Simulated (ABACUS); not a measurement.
Crystal: Co.

```
Co
1.0
     2.47200    0.00000    0.00000
    -1.23600    2.14081    0.00000
     0.00000    0.00000    4.02114
Co
2
Direct
  0.66667 0.33333 0.75000
  0.33333 0.66667 0.25000
```

| Quantity | Value |
| --- | --- |
| Program | ABACUS 3.10.1 |
| Task | single point |
| Functional | PBE |
| Potentials or basis | PseudoDojo NC SR 0.4.1 PBE standard |
| Cutoff | 1361 eV |
| Density cutoff | 5442 eV |
| Basis | DZP LCAO (the cutoffs set its grid) |
| k mesh | 12 × 12 × 7 |
| Occupations | fermi-dirac, width 0.05 eV |
| Spin | collinear spin, ferromagnetic start |
| Starting moments | [2.0, 2.0] μB |

On this cell: pressure 5.6 GPa; largest force under 0.003 eV/Å; net moment 3.24 μB per cell; site moments Co +1.62 μB; band gap on the k mesh none (metal or under the smearing width).

The same run follows on a disturbed copy (atoms moved at random, drawn with an rms of 0.05 Å):

```xyz
2
Lattice="2.4720 0.0000 0.0000 -1.2360 2.1408 0.0000 0.0000 0.0000 4.0211" Properties=species:S:1:pos:R:3 pbc="T T T"
Co    1.2570    0.6694    2.9866
Co    0.0418    1.3977    0.9655
```

Q: What does the disturbed cell give?

A: The energy (extrapolated to zero smearing) moves by +0.5 meV/atom; pressure 5.6 GPa; largest force 0.096 eV/Å; net moment 3.24 μB per cell; site moments Co +1.62 μB; band gap on the k mesh none (metal or under the smearing width).

Forces in eV/Å, atoms in the order of the input:
```
Co   0.053  0.037 -0.071
Co  -0.053 -0.037  0.071
```

Stress tensor (GPa, compression positive):
```
 6.23 -0.44 -0.03
-0.44  6.86 -0.02
-0.03 -0.02  3.71
```

Caveats: the atomic orbitals were generated for these runs and aren't a published set; the basis of atomic orbitals isn't converged, which shifts pressures, moduli and gaps.
